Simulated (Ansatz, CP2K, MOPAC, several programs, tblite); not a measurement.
Energy against volume for K2S (started from an entry of an open crystallographic database), at fixed shape and fractional coordinates, computed by several methods (PBE and r2SCAN, where shown, with plane waves in Ansatz); the cell shown is that of r2SCAN. It is cubic, Fm-3m (No. 225); a = 7.405 Å in the conventional setting, 33.84 Å³ an atom. K is surrounded by 4 S at 3.21 Å; S is surrounded by 8 K at 3.21 Å. No spin polarisation and no zero-point or thermal motion. Energies count from each curve's lowest point; fits are third-order Birch-Murnaghan.

```cif
data_structure
_symmetry_space_group_name_H-M 'Fm-3m'
_symmetry_Int_Tables_number 225
_cell_length_a 7.4054
_cell_length_b 7.4054
_cell_length_c 7.4054
_cell_angle_alpha 90.000
_cell_angle_beta 90.000
_cell_angle_gamma 90.000
_cell_volume 406.12
loop_
_atom_site_label
_atom_site_type_symbol
_atom_site_symmetry_multiplicity
_atom_site_Wyckoff_symbol
_atom_site_fract_x
_atom_site_fract_y
_atom_site_fract_z
_atom_site_occupancy
K1 K 8 c 0.25000 0.75000 0.75000 1
S1 S 4 a 0.00000 0.00000 0.00000 1
```

GFN2-xTB (tblite), on the shape of the cell shown, as a cluster of 96 atoms at the zone centre:
```csv
V (Å³/atom),E (meV/atom)
29.782,233.06
31.813,145.52
33.843,81.57
35.874,34.60
37.904,0.00
```
This method closes the gap of a crystal that DFT finds insulating, so its curve rests on a wrong state.
The lowest point is an end point, so the minimum isn't bracketed.

PM7 (MOPAC), on the shape of the cell shown, as a cluster of 96 atoms at the zone centre:
```tsv
V (Å³/atom)	E (meV/atom)
29.782	44.07
31.813	0.00
33.843	19.91
35.874	64.74
37.904	121.61
```
The points scatter about a smooth fit, so no fit is quoted.

PBE/DZVP (CP2K), on the shape of the cell shown:
```tsv
V (Å³/atom)	E (meV/atom)
29.782	52.77
31.813	15.39
33.843	0.00
35.874	0.68
37.904	13.13
```
V₀ = 34.73 Å³ an atom and B₀ = 19 GPa.

Question: PBE, on the shape of its own relaxed cell, gives

| V (Å³/atom) | E (meV/atom) |
| --- | --- |
| 32.537 | 8.11 |
| 33.576 | 1.96 |
| 34.614 | 0.00 |
| 35.653 | 1.61 |
| 36.691 | 6.26 |

What equilibrium volume and bulk modulus follow?

Answer: V₀ = 34.64 Å³ an atom and B₀ = 18 GPa.

light PBE (260 eV, its own mesh), on the shape of the cell shown:

| V (Å³/atom) | E (meV/atom) |
| --- | --- |
| 31.136 | 30.16 |
| 32.489 | 14.97 |
| 33.843 | 0.00 |
| 35.197 | 6.52 |
| 36.551 | 6.83 |
| 37.904 | 16.37 |

The points scatter about a smooth fit, as a low cutoff and a light mesh can make them, so no fit is quoted.
